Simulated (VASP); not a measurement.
Crystal: PtS2.

```
CELL_PARAMETERS angstrom
3.11651 -1.91048 0.00000
3.11651 1.91048 0.00000
-0.00307 0.00000 4.39494
ATOMIC_POSITIONS crystal
Pt 0.00000 0.00000 0.00000
S 0.68790 0.68790 0.28890
S 0.31210 0.31210 0.71110
```

The cell was built by a generator and isn't the measured one.

Base run:

```yaml
Program: VASP 6.6.1
Functional: PBE
Potentials_or_basis: VASP PAW PBE potentials, release 64 (Pt, S)
Cutoff: 520 eV
k_mesh: 6 × 6 × 4
Occupations: gaussian, width 0.05 eV
Spin: collinear spin, ferromagnetic start
Starting_moments: "[0.5, 0.0, 0.0] μB"
Fixed_moment: 1 μB
Hubbard_terms: Pt d U = 2 eV
```

Its results: pressure -3.0 GPa; net moment 1.00 μB per cell; largest force 0.957 eV/Å.

**Question.** The run is repeated on the same cell with these changes: fixed moment from 1 μB to none; further incar settings from ALGO = Fast; EDIFF = 1e-06 to ALGO = Normal; EDIFF = 1e-06; NBANDS = 22. What comes out?

**Answer.** Pressure -5.3 GPa; net moment 0.00 μB per cell; largest force 1.432 eV/Å.

Caveats: the total moment is fixed, so each spin has its own Fermi level (some runs); forces of over 1 eV/Å show positions far from the minimum, so gaps and moduli don't describe the material at rest (some runs).
